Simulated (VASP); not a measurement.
Set up this calculation in VASP 6.6.1, as the native input.

```yaml
Task: single point
Functional: r2SCAN
Potentials_or_basis: VASP PAW PBE potentials, release 64 (Ga_d, P)
Cutoff: 520 eV
k_mesh: 6 × 6 × 6
Occupations: gaussian, width 0.01 eV
Spin: no spin polarisation
Dipole_correction: no
Further_INCAR_settings: ALGO = Normal; EDIFF = 1e-06; NBANDS = 16
```

GaP:

```
Ga P
1.0
     0.00000    2.72525    2.72525
     2.72525    0.00000    2.72525
     2.72525    2.72525    0.00000
Ga P
1 1
Direct
  0.00000 0.00000 0.00000
  0.25000 0.25000 0.25000
```

The input as run:

POSCAR

```
GaP
1.0
    0.0000000000      2.7252500000      2.7252500000
    2.7252500000      0.0000000000      2.7252500000
    2.7252500000      2.7252500000      0.0000000000
Ga P
1 1
Direct
    0.0000000000      0.0000000000      0.0000000000
    0.2500000000      0.2500000000      0.2500000000
```

INCAR.step1

```
SYSTEM = GaP
  PREC = Accurate
  ENCUT = 520
  ISMEAR = 0
  SIGMA = 0.01
  LREAL = .False.
  LASPH = .True.
  NELM = 100
  NBANDS = 16
  GGA = PE
  ALGO = Normal
  EDIFF = 1E-4
  LWAVE = .True.
  LCHARG = .False.
```

INCAR.step2

```
SYSTEM = GaP
  PREC = Accurate
  ENCUT = 520
  EDIFF = 1E-6
  ISMEAR = 0
  SIGMA = 0.01
  LREAL = .False.
  LASPH = .True.
  NELM = 100
  ALGO = Normal
  ISIF = 2
  LWAVE = .False.
  LCHARG = .False.
  METAGGA = R2SCAN
  LMIXTAU = .True.
  NBANDS = 16
  ISTART = 1
```

KPOINTS

```
Automatic mesh
0
Gamma
  6 6 6
  0 0 0
```

Potentials or basis: VASP PAW PBE potentials, release 64 (Ga_d, P).

Run with:

```bash
$ cat potpaw_PBE.64/Ga_d/POTCAR potpaw_PBE.64/P/POTCAR > POTCAR
$ cp INCAR.step1 INCAR
$ mpirun -np 1 vasp_std > vasp.out
$ cp INCAR.step2 INCAR
$ mpirun -np 1 vasp_std > vasp.out
```

Results of the run:

```yaml
Pressure: 0.0 GPa
Band_gap_on_the_k_mesh: 1.91 eV, indirect (least direct gap 2.34 eV)
```

Caveat: the PAW data sets were made with another functional, which shifts forces and pressure a little.

Run time: 51 s on 1 thread of Intel(R) Xeon(R) Platinum 8375C CPU @ 2.90GHz (Ice Lake) (shared host), peak memory 0.17 GiB.
